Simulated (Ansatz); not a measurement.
# An O vacancy in cubic perovskite SrTiO3, 39 atoms, charge +2

All numbers come from Ansatz (PAW, plane waves, no spin–orbit coupling) at the single k point (¼, ¼, ¼) without its symmetry partners. The atoms were relaxed with PBEsol in a fixed cell; other functionals are single points on those atoms unless said otherwise. The valence top and gap of the host come from its small cell on a dense mesh, with the band extrema sought between the mesh points, lined up by the mean potential, PBEsol gap 1.85 eV, HSE06 (atoms relaxed with HSE06) gap 3.37 eV. The charge correction uses an assumed dielectric constant of 300.

Relaxed structure:

```
CELL_PARAMETERS angstrom
7.78282 0.00000 0.00000
0.00000 7.78282 0.00000
0.00000 0.00000 7.78282
ATOMIC_POSITIONS crystal
Sr 0.98846 0.98992 0.99795
Sr 0.99035 0.99140 0.49682
Sr 0.98878 0.50718 0.99769
Sr 0.98890 0.50747 0.49822
Sr 0.50547 0.98949 0.99788
Sr 0.50646 0.98999 0.49846
Sr 0.50684 0.50767 0.99727
Sr 0.50733 0.50846 0.49957
Ti 0.24632 0.24768 0.23375
Ti 0.24757 0.24890 0.76663
Ti 0.24680 0.74473 0.25018
Ti 0.24694 0.74845 0.74235
Ti 0.74342 0.24784 0.24985
Ti 0.74737 0.24790 0.74208
Ti 0.74636 0.74740 0.24749
Ti 0.74724 0.74814 0.74839
O 0.24914 0.25157 0.00040
O 0.25198 0.74979 0.00159
O 0.25139 0.75265 0.50099
O 0.74946 0.25298 0.00178
O 0.75071 0.25295 0.50111
O 0.75082 0.75234 0.00068
O 0.75144 0.75243 0.50099
O 0.00924 0.25377 0.27146
O 0.00672 0.25138 0.73298
O 0.00234 0.75341 0.24903
O 0.00149 0.75241 0.75340
O 0.49550 0.25474 0.26924
O 0.49302 0.25244 0.73170
O 0.50143 0.75247 0.24953
O 0.50049 0.75148 0.75257
O 0.25413 0.01019 0.27022
O 0.25118 0.00804 0.73355
O 0.25283 0.49643 0.27009
O 0.24994 0.49435 0.73092
O 0.75154 0.00339 0.24932
O 0.75020 0.00282 0.75312
O 0.75256 0.50251 0.24940
O 0.75109 0.50178 0.75303
```

Chemical potentials μ are those of reference phases of the elements at zero temperature by the same functional (the usual solids, diamond for C, grey Sn, and the molecules H2, N2, O2, F2, Cl2, Br2 and S8).

```csv
functional,E(defect) − E(host) − Σ nμ + q·E_VBM (eV),monopole (eV),alignment (eV),formation energy at E_F = VBM (eV),moment (μB),"wall time, shared host"
PBEsol,1.31,0.03,-0.77,0.57,0 (no spin),5.3 s on NVIDIA GB200 (relaxation)
```

(1) Estimate the formation energy and moment that HSE06 (atoms relaxed with HSE06) gives on these atoms.

(2) How does the monopole term follow by hand for this cubic cell?

HSE06 (atoms relaxed with HSE06) one-electron levels near the gap (the ten most localised at most), from the host's valence top, not corrected for the charge's images:

```
level (eV)  spin  filling  atoms sharing it  element of the atom with most weight
     -0.20  both     2.00              14.1                                spread
     -0.19  both     2.00              21.4                                spread
     -0.08  both     2.00              16.2                                spread
     -0.04  both     2.00              20.8                                spread
```

All elements are taken at their own reference at once; growth conditions in equilibrium with the host shift these energies, by up to the host's formation enthalpy.

The ideal cubic host may itself distort, and that gain is in these energies.

One k point and a cell of this size can leave errors of several tenths of an eV in such numbers.

## Answers

(1) -1.29 eV at E_F = VBM (-0.59 eV before the monopole term 0.03 eV and the alignment -0.73 eV), moment 0 (no spin).

(2) q²·α·e²/(4πε₀)/(2εL) with the Madelung constant α = 2.837 and e²/4πε₀ = 14.40 eV·Å: 4 × 2.837 × 14.40 / (2 × 300 × 7.783) = 0.03 eV.

With the Fermi level at the valence top, the doubly charged oxygen vacancy costs 0.57 eV in PBEsol but comes out at -1.29 eV in HSE06, probably in large part because the hybrid lowers the O 2p valence top, where the two released electrons are placed. The negative value suggests that vacancies would compensate holes in strongly p-type material, even against molecular oxygen; more reducing conditions favour them further. This tendency weakens as the Fermi level rises.

The relaxation is electrostatic in character: the two Ti ions facing the empty site move away from it, while nearby oxygens shift towards it, as expected around a centre of effective positive charge. Formally, removing both vacancy electrons leaves Ti⁴⁺ with an empty d shell. The listed levels are spread over many atoms and lie close to the valence edge, so they offer no evidence of a vacancy-bound state. Whether the neutral or singly charged vacancy traps electrons on neighbouring Ti 3d orbitals remains open.
